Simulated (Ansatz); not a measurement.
# NiSb: the cost of one run

Method: DFT r²SCAN, scalar-relativistic, plane waves, PAW (the target; the first runs use scalar-relativistic PBE), in Ansatz 0.2.0.

2 further runs of the same task are left out: 1 that didn't finish, 1 set aside as unsound or not needed. Runs told in other sessions of the task aren't counted.

**1. The structure to begin with**

Symmetry: Fm-3m, No. 225, cubic system. Conventional cell: a = 5.254 Å, b = 5.254 Å, c = 5.254 Å, α = 90.00°, β = 90.00°, γ = 90.00°. Around Ni (site symmetry m-3m) lie 6 Sb at 2.63 Å. Around Sb (site symmetry m-3m) lie 6 Ni at 2.63 Å.

As a file:

```
CELL_PARAMETERS angstrom
0.00000 2.62704 2.62704
2.62704 0.00000 2.62704
2.62704 2.62704 0.00000
ATOMIC_POSITIONS crystal
Ni 0.50000 0.50000 0.50000
Sb 0.00000 0.00000 0.00000
```

Starting moments: Ni 0.80 μB.

**2. At the starting volume (PBE, 6×6×6 mesh)**

Input file input.yaml:

```yaml
crystal:
  lattice:
    - [0.0, 2.6270354583, 2.6270354583]
    - [2.6270354583, 0.0, 2.6270354583]
    - [2.6270354583, 2.6270354583, 0.0]
  atoms:
    - { symbol: Ni, position: [0.5, 0.5, 0.5], spin: 0.8 }
    - { symbol: Sb, position: [0.0, 0.0, 0.0] }
basis:
  ecutwfc: 420
  ecutrho_ratio: 4
kpoints:
  mp_grid: { grid: [6, 6, 6] }
hamiltonian:
  xc: pbe
scf:
  occupations: { method: gaussian, width: 0.05 }
output:
  forces: true
  stress: true
  eigenvalues: true
  populations: true
magnetization:
  spin_polarized: true
```

Command:

```
$ ansatz run input.yaml --threads 2 --pin off --max-ram 2662MiB --backend cpu --events-out ev --progress --plain --runs-dir out
```

What time and memory should one allow on 2 threads of Arm Neoverse V1, shared host?

About 1.9 s, with a peak of 0.31 GiB.
